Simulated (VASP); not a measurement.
# NiO (Fm-3m) in VASP: a series of runs

The runs below take NiO through relaxation of cell and atoms, with rev-vdW-DF2, vdW-DF, optPBE-vdW.

Program: VASP 6.6.1. These are calculated values, not measurements. Logs are shortened: lines on timing, memory, paths and dates and some standing lists are left out, and cuts for length are marked.

**1. The crystal as given**

It takes space group Fm-3m (No. 225, cubic). Conventional cell: a = 4.172 Å, b = 4.172 Å, c = 4.172 Å, α = 90.00°, β = 90.00°, γ = 90.00°. Around Ni (site symmetry m-3m) lie 6 O at 2.09 Å. O (site symmetry m-3m) is surrounded by 6 Ni at 2.09 Å.

**2. Relaxation of cell and atoms, rev-vdW-DF2, collinear spin, ferromagnetic start**

INCAR

```
SYSTEM = NiO
AGGAC = 0.0
ALGO = Fast
EDIFF = 1E-6
EDIFFG = -0.02
ENCUT = 600
GGA = MK
IBRION = 2
ISIF = 3
ISMEAR = -1
ISPIN = 2
LASPH = .True.
LCHARG = .False.
LMAXMIX = 4
LORBIT = 11
LREAL = .False.
LUSE_VDW = .True.
LWAVE = .False.
MAGMOM = 1 0
NELM = 150
NSW = 40
PARAM1 = 0.1234
PARAM2 = 0.711357
PREC = Accurate
SIGMA = 0.05
ZAB_VDW = -1.8867
```

KPOINTS

```
k-points
0
Gamma
  11 11 11
  0 0 0
```

POSCAR

```
NiO
1.0
    0.0000000000      2.0859016414      2.0859016414
    2.0859016414      0.0000000000      2.0859016414
    2.0859016414      2.0859016414      0.0000000000
Ni O
1 1
Direct
    0.0000000000      0.0000000000      0.0000000000
    0.5000000000      0.5000000000      0.5000000000
```

Potentials or basis: VASP PAW PBE potentials, release 64 (Ni, O).

Launch:

```bash
$ cat potpaw_PBE.64/Ni/POTCAR potpaw_PBE.64/O/POTCAR > POTCAR
$ mpirun -np 1 vasp_std > vasp.out
```

OUTCAR:

```text
SYSTEM = NiO
   EDIFF = 1E-6
   EDIFFG = -0.02
   ENCUT = 600
   GGA = MK
   IBRION = 2
   ISIF = 3
   ISMEAR = -1
   ISPIN = 2
   LASPH = .True.
   LORBIT = 11
   LREAL = .False.
   NELM = 150
   NSW = 40
   PREC = Accurate

 ion  position               nearest neighbor table
   1  0.000  0.000  0.000-   2 2.09   2 2.09   2 2.09   2 2.09   2 2.09   2 2.09
   2  0.500  0.500  0.500-   1 2.09   1 2.09   1 2.09   1 2.09   1 2.09   1 2.09

  LATTYP: Found a face centered cubic cell.
 ALAT       =     4.1718032828

  Lattice vectors:

 A1 = (   0.0000000000,   2.0859016414,   2.0859016414)
 A2 = (   2.0859016414,   0.0000000000,   2.0859016414)
 A3 = (   2.0859016414,   2.0859016414,   0.0000000000)

Analysis of symmetry for initial positions (statically):
=====================================================================
 Subroutine PRICEL returns:
 Original cell was already a primitive cell.

 Routine SETGRP: Setting up the symmetry group for a
 face centered cubic supercell.

 Subroutine GETGRP returns: Found 48 space group operations
 (whereof 48 operations were pure point group operations)
 out of a pool of 48 trial point group operations.

The static configuration has the point symmetry O_h .

Analysis of symmetry for dynamics (positions and initial velocities):
=====================================================================
 Subroutine PRICEL returns:
 Original cell was already a primitive cell.

 Routine SETGRP: Setting up the symmetry group for a
 face centered cubic supercell.

 Subroutine GETGRP returns: Found 48 space group operations
 (whereof 48 operations were pure point group operations)
 out of a pool of 48 trial point group operations.

The dynamic configuration has the point symmetry O_h .

Analysis of structural, dynamic, and magnetic symmetry:
=====================================================================
 Subroutine PRICEL returns:
 Original cell was already a primitive cell.

 Routine SETGRP: Setting up the symmetry group for a
 face centered cubic supercell.

 Subroutine GETGRP returns: Found 48 space group operations
 (whereof 48 operations were pure point group operations)
 out of a pool of 48 trial point group operations.

The overall configuration has the point symmetry O_h .

 Subroutine INISYM returns: Found 48 space group operations
 (whereof 48 operations are pure point group operations),
 and found     1 'primitive' translations

----------------------------------------------------------------------------------------

                                     Primitive cell

  volume of cell :      18.1515

  direct lattice vectors                    reciprocal lattice vectors
     0.000000000  2.085901641  2.085901641    -0.239704495  0.239704495  0.239704495
     2.085901641  0.000000000  2.085901641     0.239704495 -0.239704495  0.239704495
     2.085901641  2.085901641  0.000000000     0.239704495  0.239704495 -0.239704495

  length of vectors
     2.949910391  2.949910391  2.949910391     0.415180364  0.415180364  0.415180364

  position of ions in fractional coordinates (direct lattice)
     0.000000000  0.000000000  0.000000000
     0.500000000  0.500000000  0.500000000

  ion indices of the primitive-cell ions
   primitive index   ion index
                 1           1
                 2           2

----------------------------------------------------------------------------------------

 KPOINTS: k-points

Automatic generation of k-mesh.
 Grid dimensions read from file:
 generate k-points for:   11   11   11

 Generating k-lattice:

  Cartesian coordinates                     Fractional coordinates (reciprocal lattice)
    -0.021791318  0.021791318  0.021791318     0.090909091  0.000000000  0.000000000
     0.021791318 -0.021791318  0.021791318     0.000000000  0.090909091  0.000000000
     0.021791318  0.021791318 -0.021791318     0.000000000  0.000000000  0.090909091

  Length of vectors
     0.037743669  0.037743669  0.037743669

  Shift w.r.t. Gamma in fractional coordinates (k-lattice)
     0.000000000  0.000000000  0.000000000

 Subroutine IBZKPT returns following result:
 ===========================================

 Found     56 irreducible k-points:

 Following reciprocal coordinates:
            Coordinates               Weight
  0.000000  0.000000  0.000000      1.000000
  0.090909  0.000000  0.000000      8.000000
  0.181818  0.000000  0.000000      8.000000
  0.272727  0.000000  0.000000      8.000000
  0.363636  0.000000  0.000000      8.000000
  0.454545  0.000000  0.000000      8.000000
[... 16 lines left out ...]
 -0.272727  0.181818  0.000000     24.000000
 -0.181818  0.181818  0.000000     12.000000
 [... further k-points ...]
   k-points           NKPTS =     56   k-points in BZ     NKDIM =     56   number of bands    NBANDS=     13
   number of dos      NEDOS =    301   number of ions     NIONS =      2
   total plane-waves  NPLWV =  13824
   dimension x,y,z NGX =    24 NGY =   24 NGZ =   24
   dimension x,y,z NGXF=    48 NGYF=   48 NGZF=   48
   ions per type =               1   1
   NGX,Y,Z   is equivalent  to a cutoff of  13.53, 13.53, 13.53 a.u.
   NGXF,Y,Z  is equivalent  to a cutoff of  27.05, 27.05, 27.05 a.u.
 SYSTEM =  NiO
   PREC   = accura    normal or accurate (medium, high low for compatibility)
   ISTART =      0    job   : 0-new  1-cont  2-samecut
   ICHARG =      2    charge: 1-file 2-atom 10-const
   ISPIN  =      2    spin polarized calculation?
   LNONCOLLINEAR =      F non collinear calculations
   LSORBIT =      F    spin-orbit coupling
   LASPH  =      T    aspherical Exc in radial PAW
   ENCUT  =  600.0 eV  44.10 Ry    6.64 a.u.   5.89  5.89  5.89*2*pi/ulx,y,z
   NELM   =    150;   NELMIN=  2; NELMDL= -5     # of ELM steps
   EDIFF  = 0.1E-05   stopping-criterion for ELM
   LREAL  =      F    real-space projection
   EDIFFG = -.2E-01   stopping-criterion for IOM
   NSW    =     40    number of steps for IOM
   IBRION =      2    ionic relax: 0-MD 1-quasi-New 2-CG
   NFREE  =      1    steps in history (QN), initial steepest desc. (CG)
   ISIF   =      3    stress and relaxation
   ISYM   =      2    0-nonsym 1-usesym 2-fastsym
   POTIM  = 0.5000    time-step for ionic-motion
   TEBEG  =    0.0;   TEEND  =   0.0 temperature during run
   PSTRESS=    0.0 pullay stress
   NELECT =      16.0000    total number of electrons
   NUPDOWN=      -1.0000    fix difference up-down
   EMIN   =  10.00;   EMAX   =-10.00  energy-range for DOS
   EFERMI =   0.00;   METHOD = LEGACY
   ISMEAR =    -1;   SIGMA  =   0.05  broadening in eV -4-tet -1-fermi 0-gaus
   EFERMI_NEDOS =   21; number of points for ismear=-14 and -15
   IALGO  =     68    algorithm
   IMIX   =      4    mixing-type and parameters
     AMIX     =   0.40;   BMIX     =  1.00
     AMIX_MAG =   1.60;   BMIX_MAG =  1.00
  volume/ion in A,a.u.               =       9.08        61.25
  Fermi-wavevector in a.u.,A,eV,Ry     =   1.569680  2.966264 33.523312  2.463894
  Thomas-Fermi vector in A             =   2.671526
   LORBIT       =     11    0 simple, 1 ext, 2 COOP (PROOUT), +10 PAW based schemes
   GGA     = MK    functional components
   LHFCALC =     F    Hartree Fock is set to
   AEXX    =    0.0000 exact exchange contribution
   IVDW_NL    =     1    kernel type
   BPARAM     = 6.3000
   IVDW    =     0    specifies the selected vdW correction
   LEPSILON=     F    determine dielectric tensor
   LRPA    =     F    only Hartree local field effects (RPA)
 conjugate gradient relaxation of ions
 spin polarized calculation
 RMM-DIIS sequential band-by-band and
  energy-cutoff  :      600.00
  volume of cell :       18.15
 maximum number of plane-waves:       620
   NGX = 11   NGY = 11   NGZ = 11

--------------------------------------- Ionic step        1  -------------------------------------------

 number of electron      16.0000001 magnetization       1.3254005

 Free energy of the ion-electron system (eV)
  ---------------------------------------------------
  ext. energy  EPLUGINS =         0.00000000
  ---------------------------------------------------
  free energy    TOTEN  =        -7.88463389 eV

  energy without entropy =       -7.87133995  energy(sigma->0) =       -7.87798692

------------------------ aborting loop because EDIFF is reached ----------------------------------------

  FORCE on cell =-STRESS in cart. coord.  units (eV):
  Direction    XX          YY          ZZ          XY          YZ          ZX
  --------------------------------------------------------------------------------------
  -------------------------------------------------------------------------------------
  Total       -0.2838315     -0.2838315     -0.2838315      0.0000000     -0.0000000      0.0000000
  in kB      -25.0529963    -25.0529963    -25.0529963      0.0000000     -0.0000000      0.0000000
  external PRESSURE =     -25.0529963 kB  Pullay stress =       0.0000000 kB
[... 61 lines left out ...]
Total vdW correction in eV:      2.7259478

--------------------------------------- Ionic step        3  -------------------------------------------

 number of electron      15.9999994 magnetization       1.2907081

 Free energy of the ion-electron system (eV)
  ---------------------------------------------------
  ext. energy  EPLUGINS =         0.00000000
  ---------------------------------------------------
  free energy    TOTEN  =        -7.88663613 eV

  energy without entropy =       -7.87342361  energy(sigma->0) =       -7.88002987

 E-fermi :   8.0258     XC(G=0): -12.8950

 val. band max:        8.0114735116   @ k =   0.3636   0.1818   0.0909
 cond. band min:       8.0538403105   @ k =  -0.4545   0.3636   0.0909
 fundamental gap:      0.0423667990
 Fermi energy:         8.0258435678

 spin component 1

 k-point     1 :       0.0000    0.0000    0.0000
  band No.  band energies     occupation
      1     -12.5253      1.00000
      2       4.8180      1.00000
      3       4.8180      1.00000
      4       4.8180      1.00000
      5       5.3617      1.00000
      6       5.3617      1.00000
      7       5.5234      1.00000
      8       5.5234      1.00000
      9       5.5234      1.00000
     10       9.6823      0.00000
     11      26.0311      0.00000
     12      27.1241      0.00000
     13      27.1241      0.00000
[... 353 lines left out ...]
 k-point    24 :      -0.1818    0.1818    0.0000
  band No.  band energies     occupation
      1     -11.6753      1.00000
      2       1.2755      1.00000
      3       2.5626      1.00000
      4       3.0612      1.00000
      5       5.8729      1.00000
      6       5.9071      1.00000
      7       6.5129      1.00000
      8       6.6050      1.00000
      9       8.1760      0.04726
     10      13.3472      0.00000
     11      20.3353      0.00000
     12      21.3193      0.00000
     13      24.5555      0.00000

 [... further k-points ...]

 spin component 2

 k-point     1 :       0.0000    0.0000    0.0000
  band No.  band energies     occupation
      1     -12.2318      1.00000
      2       5.1628      1.00000
      3       5.1628      1.00000
      4       5.1628      1.00000
      5       6.1686      1.00000
      6       6.1687      1.00000
      7       6.1687      1.00000
      8       7.0694      1.00000
      9       7.0695      1.00000
     10       9.9335      0.00000
     11      26.0069      0.00000
     12      27.3083      0.00000
     13      27.3083      0.00000
[... 397 lines left out ...]
  FREE ENERGIE OF THE ION-ELECTRON SYSTEM (eV)
  ---------------------------------------------------
  free  energy   TOTEN  =        -7.8866361254 eV

  energy  without entropy=       -7.8734236089  energy(sigma->0) =       -7.88002987

Total vdW correction in eV:      2.7329200

 reached required accuracy - stopping structural energy minimisation

 total charge

# of ion       s       p       d       tot
------------------------------------------
    1        0.336   0.412   8.315   9.063
    2        1.553   3.403   0.000   4.956
--------------------------------------------------
tot          1.889   3.815   8.315  14.019

 magnetization (x)

# of ion       s       p       d       tot
------------------------------------------
    1        0.010   0.013   1.056   1.079
    2        0.023   0.156   0.000   0.179
--------------------------------------------------
tot          0.033   0.169   1.056   1.258
```

Run time: 1.9 min. Hardware: 1 thread of Intel Xeon Platinum 8375C at 2.90GHz (Ice Lake), shared host; peak memory 0.3 GiB.

What came out:

```
Free energy                                           : -7.8866 eV
Relaxed volume                                        : 8.95 Å³/atom
Relaxed cell                                          : a = 2.936 Å, b = 2.936 Å, c = 2.936 Å, α = 60.00°, β = 60.00°, γ = 60.00°
Space group after relaxing (to 0.05 Å)                : Fm-3m (No. 225)
Energy gained by relaxing                             : 1.0 meV/atom
Ionic steps                                           : 3
Pressure after relaxing                               : 0.0 GPa
Band gap on the k mesh                                : none (metal or under the smearing width)
Net moment                                            : 1.29 μB per cell
Site moments                                          : Ni +1.08; O +0.18 μB
Valence electrons inside the program's atomic spheres : Ni 9.06; O 4.96
```

Step by step:
```
step  energy change (eV)  largest force (eV/Å)  pressure (GPa)  volume (Å³)
   1              0.0000                0.0000           -2.51        18.15
   2             -0.0015                0.0000            1.46        17.78
   3             -0.0020                0.0000            0.04        17.90
```

Final structure:
```cif
data_structure
_symmetry_space_group_name_H-M 'P 1'
_symmetry_Int_Tables_number 1
_cell_length_a 2.9364
_cell_length_b 2.9364
_cell_length_c 2.9364
_cell_angle_alpha 60.000
_cell_angle_beta 60.000
_cell_angle_gamma 60.000
_cell_volume 17.90
loop_
_atom_site_label
_atom_site_type_symbol
_atom_site_fract_x
_atom_site_fract_y
_atom_site_fract_z
_atom_site_occupancy
Ni1 Ni 0.00000 0.00000 0.00000 1
O1 O 0.50000 0.50000 0.50000 1
```

Caveat: the PAW data sets were made with another functional, which shifts forces and pressure a little; a cell with one magnetic atom can't hold antiferromagnetic order, which such compounds often take; semilocal functionals often make such compounds metallic where correlation or magnetic order opens a gap, which also shifts bond lengths.

(Continued in part 2 of 2.)
